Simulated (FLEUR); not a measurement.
# Sn (Immm) in FLEUR: a series of runs

The runs below take Sn through equation of state, with PBE.

Everything below comes from runs of FLEUR MaX-R8.1 (later development tree). Logs are shortened: lines on timing, memory, paths and dates and some standing lists are left out, and cuts for length are marked.

## 1. The crystal as given

The structure is orthorhombic, space group Immm (No. 71). The conventional cell has a = 3.453 Å, b = 3.551 Å, c = 4.677 Å, α = 90.00°, β = 90.00°, γ = 90.00°. Sn (site symmetry mmm) is surrounded by 12 Sn at 3.41 to 3.55 Å.

This isn't the form of Sn at room conditions, which is tetragonal (white tin).

## 2. Equation of state, PBE, 26.95 Å³/atom (volume scaled by 0.94)

File inp.xml:

```xml
<?xml version="1.0" encoding="UTF-8" standalone="no"?>
<fleurInput fleurInputVersion="0.39">
   <comment>
      Sn                                                                                                  
   </comment>
   <calculationSetup>
      <cutoffs Kmax="4.1" Gmax="12.7" GmaxXC="12.7" numbands="0"/>
      <scfLoop itmax="60" minDistance="0.00001" maxIterBroyd="15" imix="Anderson" alpha="0.05" precondParam="0.0" spinf="2.0" sdNocoIR="T"/>
      <coreElectrons ctail="T" frcor="F" kcrel="0" coretail_lmax="0"/>
      <xcFunctional name="pbe" relativisticCorrections="F"/>
      <magnetism jspins="1"/>
      <soc l_soc="F" theta="0.0" phi="0.0" spav="F"/>
      <expertModes spex="0" secvar="F"/>
      <geometryOptimization l_f="F" forcealpha="1.0" forcemix="BFGS" epsdisp="0.0005" epsforce="0.0002"/>
      <ldaU l_linMix="F" mixParam="0.05" spinf="1.0"/>
   </calculationSetup>
   <cell>
      <bzIntegration valenceElectrons="22.0" mode="hist" fermiSmearingEnergy="0.00183747">
         <kPointListSelection listName="default-1"/>
         <!-- k-points included here -->
         <xi:include xmlns:xi="http://www.w3.org/2001/XInclude" href="kpts.xml"> </xi:include>
      </bzIntegration>
      <!-- symmetry operations included here -->
      <xi:include xmlns:xi="http://www.w3.org/2001/XInclude" href="sym.xml"> </xi:include>
      <bulkLattice scale="0.9795861087">
         <bravaisMatrix>
            <row-1>   -3.2626858534407592     3.3552975513551559     4.4188259656494129</row-1>
            <row-2>    3.2626858534407592    -3.3552975513551559     4.4188259656494129</row-2>
            <row-3>    3.2626858534407592     3.3552975513551559    -4.4188259656494129</row-3>
         </bravaisMatrix>
      </bulkLattice>
   </cell>
   <atomSpecies>
      <species name="Tin (Sn)" element="Sn" atomicNumber="50">
         <mtSphere radius="2.66" gridPoints="879" logIncrement="0.015"/>
         <atomicCutoffs lmax="11" lnonsphr="8"/>
         <electronConfig flipSpins="F">
            <coreConfig>(1s1/2) (2s1/2) (2p1/2) (2p3/2) (3s1/2) (3p1/2) (3p3/2) (3d3/2) (3d5/2)</coreConfig>
            <valenceConfig>(4s1/2) (4p1/2) (4p3/2) (5s1/2) (4d3/2) (4d5/2) (5p1/2) (5p3/2)</valenceConfig>
            <stateOccupation state="(5p1/2)" spinUp="0.333333" spinDown="0.333333"/>
            <stateOccupation state="(5p3/2)" spinUp="0.666667" spinDown="0.666667"/>
         </electronConfig>
         <energyParameters s="5" p="5" d="4" f="4"/>
         <lo type="SCLO" l="0" n="4" eDeriv="0"/>
         <lo type="SCLO" l="1" n="4" eDeriv="0"/>
         <lo type="SCLO" l="1" n="4" eDeriv="1"/>
         <lo type="SCLO" l="2" n="4" eDeriv="2"/>
         <lo type="SCLO" l="3" n="4" eDeriv="2"/>
      </species>
   </atomSpecies>
   <atomGroups>
      <atomGroup species="Tin (Sn)">
         <relPos label="                   1">.0000000000 .0000000000 .0000000000</relPos>
         <force calculate="T" relaxXYZ="TTT"/>
      </atomGroup>
   </atomGroups>
   <output dos="F" band="F" slice="F">
      <checks vchk="F" cdinf="F"/>
      <bandDOS minEnergy="-.5*Htr" maxEnergy="0.5*Htr" sigma="0.015" storeEVData="T"/>
      <vacuumDOS vacdos="F" integ="F" star="F" nstars="0" locx1="0.0" locy1="0.0" locx2="0.0" locy2="0.0" nstm="0" tworkf="0.0"/>
      <unfoldingBand unfoldBand="F" supercellX="1" supercellY="1" supercellZ="1"/>
      <plotting iplot="0" polar="F">
         <plot TwoD="T" vec1="  1.0  0.0  0.0" vec2="  0.0  1.0  0.0" vec3="  0.0  0.0  1.0" zero="  0.0  0.0  0.0" file="plot"/>
      </plotting>
      <chargeDensitySlicing numkpt="0" minEigenval="0.0" maxEigenval="0.0" nnne="0" pallst="F"/>
      <specialOutput eonly="F"/>
      <moessbauerParams electricFieldGradient="T" isomerShift="T" coreHyperfine="T" valenceHyperfine="T"/>
      <magneticCircularDichroism mcd="F" energyLo="-10.0" energyUp="0.0"/>
   </output>
  <!-- We include the file relax.xml here to enable relaxations (see documentation) -->
  <xi:include xmlns:xi="http://www.w3.org/2001/XInclude" href="relax.xml"> <xi:fallback/> </xi:include>
</fleurInput>
```

Potentials or basis: all-electron, FLAPW.

Command:

```console
$ inpgen -f crystal.txt -profile fastHighL
$ # inp.xml edited to the form shown
$ fleur_MPI
```

The program printed:

```text
Welcome to FLEUR        (www.flapw.de)
      MaX-Release 8.1          (www.max-centre.eu)

 ========== k-point set info ==========
 Selected k-point list: default-1
 k-point list type: mesh
 11 x 11 x 11
 Number of k points: 216

 ------------Calculation Setup---------------------------
 Number of MPI-tasks      :            1
 Number of PE/node        :            1
 Number of OMP-threads    :            1
 Most efficient MPI parallelization for:
           1           2           3           4           6           8           9          12          18          24          27          36          54          72         108         216
 Additional eigenvalue parallelization possible
 Number of basis functions:          255
 Approximate size of matrices (H+S) per k-point:         0.001 GB
 --------------------------------------------------------
 Iteration:     1   Distance:       4.15630460 me/bohr^3
 Iteration:     2   Distance:       3.88424067 me/bohr^3
 Iteration:     3   Distance:       1.34176239 me/bohr^3
 Iteration:     4   Distance:       0.11835827 me/bohr^3
 Iteration:     5   Distance:       0.10813468 me/bohr^3
 Iteration:     6   Distance:       0.00703779 me/bohr^3
 Iteration:     7   Distance:       0.00532675 me/bohr^3
 Iteration:     8   Distance:       0.00202407 me/bohr^3
 Iteration:     9   Distance:       0.00010068 me/bohr^3
 Iteration:    10   Distance:       0.00012222 me/bohr^3
 Iteration:    11   Distance:       0.00000914 me/bohr^3

 ********************************************************************
 Run finished successfully
 Stop message:
   all done
 ********************************************************************
```

out.xml (last iteration):

```text
<iteration numberForCurrentRun="   11" overallNumber="   11">
         <energyParameters units="Htr">
            <atomicEP atomType="1" spin="1" branch="5s" branchLowest="-4.47" branchHighest="0.68" value="0.0174319755"/>
            <atomicEP atomType="1" spin="1" branch="5p" branchLowest="-2.84" branchHighest="1.29" value="0.2394991719"/>
            <atomicEP atomType="1" spin="1" branch="4d" branchLowest="-16.93" branchHighest="-0.47" value="-0.4849965396"/>
            <atomicEP atomType="1" spin="1" branch="4f" branchLowest="-9.99" branchHighest="1.82" value="0.5950812051"/>
            <loAtomicEP atomType="1" spin="1" branch="4s" branchLowest="-30.59" branchHighest="-4.47" value="-4.4685439049"/>
            <loAtomicEP atomType="1" spin="1" branch="4p" branchLowest="-25.20" branchHighest="-2.84" value="-2.8517146142"/>
            <loAtomicEP atomType="1" spin="1" branch="4p" branchLowest="-25.20" branchHighest="-2.84" value="-2.8517146142"/>
            <loAtomicEP atomType="1" spin="1" branch="4d" branchLowest="-16.93" branchHighest="-0.47" value="-0.4977117226"/>
            <loAtomicEP atomType="1" spin="1" branch="4f" branchLowest="-9.99" branchHighest="1.82" value="0.5950828660"/>
         </energyParameters>
         <eigenvalues>
            <eigenvaluesAt spin="1" ikpt="1" k_x="0.00000000" k_y="0.00000000" k_z="0.00000000">
                      -4.4685488943       -2.8433656884       -2.8432124733       -2.8430445071       -0.5029784386
                      -0.5023372423       -0.5014545368       -0.5001189590       -0.4985894318       -0.1208817748
                       0.5672000634        0.5725223922        0.5893585934        0.6832957209        0.7151096672
                       0.7343810033        0.7409643361        0.8127862761
            </eigenvaluesAt>
            <eigenvaluesAt spin="1" ikpt="2" k_x="0.00000000" k_y="0.00000000" k_z="0.09090909">
                      -4.4685483167       -2.8433705757       -2.8432187800       -2.8430487489       -0.5029934065
                      -0.5019927543       -0.5010629995       -0.5002319067       -0.4985455935       -0.1127880406
                       0.5362683890        0.5364580453        0.5547584413        0.6377401594        0.7377962814
                       0.7664896473        0.7798874758        0.7972604340
            </eigenvaluesAt>
            <eigenvaluesAt spin="1" ikpt="3" k_x="0.00000000" k_y="0.00000000" k_z="0.18181818">
                      -4.4685467534       -2.8433841599       -2.8432349420       -2.8430601034       -0.5035646054
                      -0.5007726371       -0.5005202148       -0.4999854711       -0.4982404503       -0.0884655010
                       0.4735539000        0.4775918041        0.4890486383        0.5881663498        0.6290629010
                       0.8575634081        0.8605327477        0.8911952791
            </eigenvaluesAt>
            <eigenvaluesAt spin="1" ikpt="4" k_x="0.00000000" k_y="0.00000000" k_z="0.27272727">
                      -4.4685447117       -2.8434033614       -2.8432548304       -2.8430750565       -0.5044016872
                      -0.5017089918       -0.4985871484       -0.4984671664       -0.4976619147       -0.0479199533
                       0.3778654276        0.4268527237        0.4383830878        0.5508803632        0.5588338116
                       0.9155911265        0.9625798831        0.9793512182
            </eigenvaluesAt>
         </eigenvalues>
         <bandgap value="0.0815158383" units="eV"/>
         <sumValenceSingleParticleEnergies value="-30.5114135807" units="Htr"/>
         <FermiEnergy value="0.2902876542" units="Htr"/>
         <valenceDensity>
            <mtCharges spin="1">
               <mtCharge atomType="1" total="20.1857585" s="3.3069887" p="6.8881820" d="9.9771405" f="0.0121597"/>
            </mtCharges>
            <spinDependentCharge spin="1" total="22.0000000" interstitial="1.8142415" mtSpheres="20.1857585"/>
            <totalCharge value="22.0000000000"/>
         </valenceDensity>
         <coreStates atomType="     1" atomicNumber=" 50" spin="1" kinEnergy="   6224.1631004528" eigValSum="  -3697.6786263405" lostElectrons=" 0.000000">
            <state n="1" l="0" j="0.5" energy="-1065.1230796811" weight="1.0000000000"/>
            <state n="2" l="0" j="0.5" energy="-160.3706826953" weight="1.0000000000"/>
            <state n="2" l="1" j="0.5" energy="-149.7667064641" weight="1.0000000000"/>
            <state n="2" l="1" j="1.5" energy="-141.2904932944" weight="2.0000000000"/>
            <state n="3" l="0" j="0.5" energy="-30.5875292205" weight="1.0000000000"/>
            <state n="3" l="1" j="0.5" energy="-26.2808952848" weight="1.0000000000"/>
            <state n="3" l="1" j="1.5" energy="-24.7330155548" weight="2.0000000000"/>
            <state n="3" l="2" j="1.5" energy="-17.1243865367" weight="2.0000000000"/>
            <state n="3" l="2" j="2.5" energy="-16.8048763508" weight="3.0000000000"/>
         </coreStates>
         <allElectronCharges>
            <spinDependentCharge spin="1" total="50.0000000" interstitial="1.8142415" mtSpheres="48.1857585"/>
            <totalCharge value="49.9999999999"/>
         </allElectronCharges>
         <moessbauerParams unitsHFF="kG" unitsIS="e/bohr^3" unitsEFG="Htr/bohr^2">
            <coreIsomerShift atomType="1" isTotal="193625.65087">
               <shell n="1" l="0" isomerShift="169345.40283"/>
               <shell n="2" l="0" isomerShift="19846.80199"/>
               <shell n="2" l="1" isomerShift="477.90503"/>
               <shell n="3" l="0" isomerShift="3855.30403"/>
               <shell n="3" l="1" isomerShift="100.23697"/>
               <shell n="3" l="2" isomerShift="0.00002"/>
            </coreIsomerShift>
            <isomerShift atomType="1" nucleusRadius="0.0001161" averageDensity="194478.48541"/>
            <electricFieldGradient atomType="1" VXX="-0.03206" VYY="-0.17235" VZZ="0.20441" asymParam="0.68632">
            </electricFieldGradient>
         </moessbauerParams>
         <totalEnergy                                    value="    -6179.0851102190" units="Htr">
            <sumOfEigenvalues                            value="    -3728.1900399212">
               <coreElectrons value="-3697.6786263405"/>
               <valenceElectrons value="-30.5114135807"/>
            </sumOfEigenvalues>
            <densityCoulombPotentialIntegral value="-10017.7963857988"/>
            <densityEffectivePotentialIntegral value="-10233.5935392110"/>
            <chargeDenXCDenIntegral value="-165.3598902894"/>
            <FockExchangeEnergyValence value="0.0000000000"/>
            <FockExchangeEnergyCore value="0.0000000000"/>
            <atomTypeDependentContributions atomType="1">
               <electronNucleiInteractionDifferentMTs value="7486.8110018739"/>
               <MadelungTerm value="-23.4195244460"/>
            </atomTypeDependentContributions>
            <tkbTimesEntropy value="0.0001437478"/>
            <freeEnergy value="-6179.0852539667"/>
            <extrapolationTo0K value="-6179.0851820929"/>
         </totalEnergy>
         <densityConvergence units="me/bohr^3">
            <chargeDensity spin="1" distance="0.0000091403"/>
         </densityConvergence>
      </iteration>
```

Wall time 54 s (1 thread of Arm Neoverse V1, shared host); peak memory 0.08 GiB.

Results:

```
Free energy                                           : -168141.4755 eV
Band gap on the k mesh                                : none (metal or under the smearing width)
Valence electrons inside the program's atomic spheres : Sn 20.19 (radii Sn 2.66 bohr)
```

## 3. Equation of state, PBE, 27.53 Å³/atom (volume scaled by 0.96)

Edit inp.xml of step 2 so:

```diff
@@ -24,3 +24,3 @@
       <xi:include xmlns:xi="http://www.w3.org/2001/XInclude" href="sym.xml"> </xi:include>
-      <bulkLattice scale="0.9795861087">
+      <bulkLattice scale="0.9864848297">
          <bravaisMatrix>
```

Potentials or basis: all-electron, FLAPW.

Command:

```console
$ inpgen -f crystal.txt -profile fastHighL
$ # inp.xml edited to the form shown
$ fleur_MPI
```

Run time: 57 s. Hardware: 1 thread of Arm Neoverse V1, shared host; peak memory 0.08 GiB.

It converged, with:

```yaml
Free_energy: -168141.4810 eV
Band_gap_on_the_k_mesh: none (metal or under the smearing width)
Valence_electrons_inside_the_program's_atomic_spheres: Sn 20.17 (radii Sn 2.66 bohr)
```

## 4. Equation of state, PBE, 28.10 Å³/atom (volume scaled by 0.98)

Edit inp.xml of step 3 so:

```diff
@@ -24,3 +24,3 @@
       <xi:include xmlns:xi="http://www.w3.org/2001/XInclude" href="sym.xml"> </xi:include>
-      <bulkLattice scale="0.9864848297">
+      <bulkLattice scale="0.9932883884">
          <bravaisMatrix>
```

Command:

```console
$ inpgen -f crystal.txt -profile fastHighL
$ # inp.xml edited to the form shown
$ fleur_MPI
```

Wall time 64 s (1 thread of Arm Neoverse V1, shared host); peak memory 0.08 GiB.

It converged, with:

```
Free energy                                           : -168141.4825 eV
Band gap on the k mesh                                : none (metal or under the smearing width)
Valence electrons inside the program's atomic spheres : Sn 20.15 (radii Sn 2.66 bohr)
```

## 5. Equation of state, PBE, 28.67 Å³/atom

Edit inp.xml of step 4 so:

```diff
@@ -24,3 +24,3 @@
       <xi:include xmlns:xi="http://www.w3.org/2001/XInclude" href="sym.xml"> </xi:include>
-      <bulkLattice scale="0.9932883884">
+      <bulkLattice scale="1.0000000000">
          <bravaisMatrix>
```

Command:

```console
$ inpgen -f crystal.txt -profile fastHighL
$ # inp.xml edited to the form shown
$ fleur_MPI
```

Wall time 60 s (1 thread of Arm Neoverse V1, shared host); peak memory 0.08 GiB.

Results (log left out):

- Free energy: -168141.4806 eV
- Band gap on the k mesh: none (metal or under the smearing width)
- Valence electrons inside the program's atomic spheres: Sn 20.14 (radii Sn 2.66 bohr)

## 6. Equation of state, PBE, 29.25 Å³/atom (volume scaled by 1.02)

Edit inp.xml of step 5 so:

```diff
@@ -24,3 +24,3 @@
       <xi:include xmlns:xi="http://www.w3.org/2001/XInclude" href="sym.xml"> </xi:include>
-      <bulkLattice scale="1.0000000000">
+      <bulkLattice scale="1.0066227096">
          <bravaisMatrix>
```

Potentials or basis: all-electron, FLAPW.

Command:

```console
$ inpgen -f crystal.txt -profile fastHighL
$ # inp.xml edited to the form shown
$ fleur_MPI
```

Wall time 64 s (1 thread of Arm Neoverse V1, shared host); peak memory 0.08 GiB.

The run converged. Its results:

| Item | Value |
| --- | --- |
| Free energy | -168141.4755 eV |
| Band gap on the k mesh | none (metal or under the smearing width) |
| Valence electrons inside the program's atomic spheres | Sn 20.13 (radii Sn 2.66 bohr) |

## 7. Equation of state, PBE, 29.82 Å³/atom (volume scaled by 1.04)

Edit inp.xml of step 6 so:

```diff
@@ -24,3 +24,3 @@
       <xi:include xmlns:xi="http://www.w3.org/2001/XInclude" href="sym.xml"> </xi:include>
-      <bulkLattice scale="1.0066227096">
+      <bulkLattice scale="1.0131594038">
          <bravaisMatrix>
```

Command:

```console
$ inpgen -f crystal.txt -profile fastHighL
$ # inp.xml edited to the form shown
$ fleur_MPI
```

It took 66 s on 1 thread of Arm Neoverse V1, shared host; peak memory 0.08 GiB.

Results (log left out):

```yaml
Free_energy: -168141.4676 eV
Band_gap_on_the_k_mesh: none (metal or under the smearing width)
Valence_electrons_inside_the_program's_atomic_spheres: Sn 20.11 (radii Sn 2.66 bohr)
```

## 8. Equation of state, PBE, 30.39 Å³/atom (volume scaled by 1.06)

Edit inp.xml of step 7 so:

```diff
@@ -24,3 +24,3 @@
       <xi:include xmlns:xi="http://www.w3.org/2001/XInclude" href="sym.xml"> </xi:include>
-      <bulkLattice scale="1.0131594038">
+      <bulkLattice scale="1.0196128224">
          <bravaisMatrix>
```

Command:

```console
$ inpgen -f crystal.txt -profile fastHighL
$ # inp.xml edited to the form shown
$ fleur_MPI
```

Run time: 66 s. Hardware: 1 thread of Arm Neoverse V1, shared host; peak memory 0.08 GiB.

Results (log left out):

| Quantity | Value |
| --- | --- |
| Free energy | -168141.4573 eV |
| Band gap on the k mesh | none (metal or under the smearing width) |
| Valence electrons inside the program's atomic spheres | Sn 20.10 (radii Sn 2.66 bohr) |

## 9. Equation of state, PBE

Potentials or basis: all-electron, FLAPW.

This step only gathers the single runs of the series.

What came out:

- Equilibrium volume: 28.05 Å³/atom
- Bulk modulus at fixed shape and positions: 48 GPa
- Pressure derivative of the bulk modulus: 4.7

Energy against volume, from the lowest point:
```
volume (Å³/atom)  energy (meV/atom)
          26.953               7.03
          27.526               1.54
          28.100               0.00
          28.673               1.96
          29.247               7.04
          29.820              14.90
          30.394              25.22
```

Caveat: the cell was scaled at fixed shape and fractional positions, which overstates the stiffness of a crystal with free parameters, most of all of layers and chains.
